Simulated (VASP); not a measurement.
From an Ansatz input to VASP: PbS (strained rocksalt)

Ansatz input

```yaml
crystal:
  lattice:
    - [-0.0409198569, 2.9761851461, 2.9761851461]
    - [2.9761851461, -0.0409198569, 2.9761851461]
    - [2.9761851461, 2.9761851461, -0.0409198569]
  atoms:
    - { symbol: Pb, position: [0.0, 0.0, 0.0] }
    - { symbol: S, position: [0.5, 0.5, 0.5] }
kpoints:
  mp_grid: { grid: [8, 8, 8] }
  band_path:
    path:
      - [0.0, 0.0, 0.0]
      - [0.5, 0.0, 0.5]
      - [0.625, 0.25, 0.625]
      - [0.375, 0.375, 0.75]
      - [0.5, 0.5, 0.5]
      - [0.5, 0.25, 0.75]
      - [0.0, 0.0, 0.5]
    npoints: 1
hamiltonian:
  xc: r2scan
scf:
  occupations: { method: fixed }
  n_extra_bands: 4
output:
  forces: true
  stress: true
  eigenvalues: true
```

Question: Translate this input to VASP.

Answer: 

INCAR

```
EDIFF = 1E-7
NSW = 0
SIGMA = 0.01
LCHARG = .FALSE.
ISIF = 2
IBRION = -1
LREAL = .FALSE.
NELM = 120
LWAVE = .FALSE.
METAGGA = R2SCAN
ALGO = Normal
NBANDS = 17
PREC = Accurate
LASPH = .TRUE.
ENCUT = 520
ISMEAR = 0
```

KPOINTS

```
KPOINTS created by Atomic Simulation Environment
0
Gamma
8 8 8
0 0 0
```

KPOINTS_OPT

```
special points
7
Reciprocal
0.0000000000 0.0000000000 0.0000000000 1
0.5000000000 0.0000000000 0.5000000000 1
0.6250000000 0.2500000000 0.6250000000 1
0.3750000000 0.3750000000 0.7500000000 1
0.5000000000 0.5000000000 0.5000000000 1
0.5000000000 0.2500000000 0.7500000000 1
0.0000000000 0.0000000000 0.5000000000 1
```

POSCAR

```
Pb S
 1.0000000000000000
    -0.0409198569000000    2.9761851461000002    2.9761851461000002
     2.9761851461000002   -0.0409198569000000    2.9761851461000002
     2.9761851461000002    2.9761851461000002   -0.0409198569000000
 Pb  S
   1   1
Cartesian
  0.0000000000000000  0.0000000000000000  0.0000000000000000
  2.9557252176500004  2.9557252176500004  2.9557252176500000
```

VASP ran with the recommended PBE PAW datasets (20 valence electrons in the cell). Other inputs would serve too.

```csv
,Ansatz,VASP
gap between bands v and c,0.59 eV,0.60 eV
least direct gap,0.70 eV,0.71 eV
pressure,-0.5 GPa,-0.6 GPa
```

Datasets and cutoffs are each program's own. VASP's cell holds 20 valence electrons and Ansatz's 20. Ansatz's stress includes a Pulay correction; VASP's doesn't.
